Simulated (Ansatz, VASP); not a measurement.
# Two plane-wave programs on SbSe2

```xyz
6
Lattice="3.8674 0.0000 0.0000 -1.9337 3.3493 0.0000 0.0000 0.0000 11.5091" Properties=species:S:1:pos:R:3 pbc="T T T"
Sb    1.9337    1.1164    8.6318
Sb    0.0000    2.2329    2.8773
Se    0.0000    2.2329   10.4030
Se    1.9337    1.1164    4.6485
Se    0.0000    2.2329    6.8606
Se    1.9337    1.1164    1.1060
```

Alike in both runs: functional PBEsol; k mesh 6 × 6 × 2; occupations gaussian, width 0.1 eV; no spin polarisation.

Ansatz relaxed the structure, and its values are those at the end. VASP's run is a single point on that final structure, the one shown.

```csv
,VASP,Ansatz
version,VASP 6.6.1,Ansatz 0.2.0
potentials or method,"VASP PAW PBE potentials, release 64 (Sb, Se)","scalar-relativistic, plane waves, PAW"
plane-wave cutoff (eV),520,420
valence electrons in the cell,34,94
```

VASP gave:

```
gap on the k mesh at the Fermi level (eV) : none
pressure (GPa)                            : 0.0
rms of the force components (eV/Å)        : 0.015
```

Problem. What did Ansatz give for the same quantities?

Solution. gap on the k mesh at the Fermi level (eV): none; pressure (GPa): 0.0; rms of the force components (eV/Å): 0.019.

A gap of «none» marks a metal or a gap that the smearing closes. With one functional, cell and mesh, what is left measures potentials, basis and numerics. The two sets of potentials don't hold the same shells in valence.

Caveats: the PAW data sets were made with another functional, which shifts forces and pressure a little (VASP). The runs have no spin-orbit coupling, so splittings on Sb are missing.
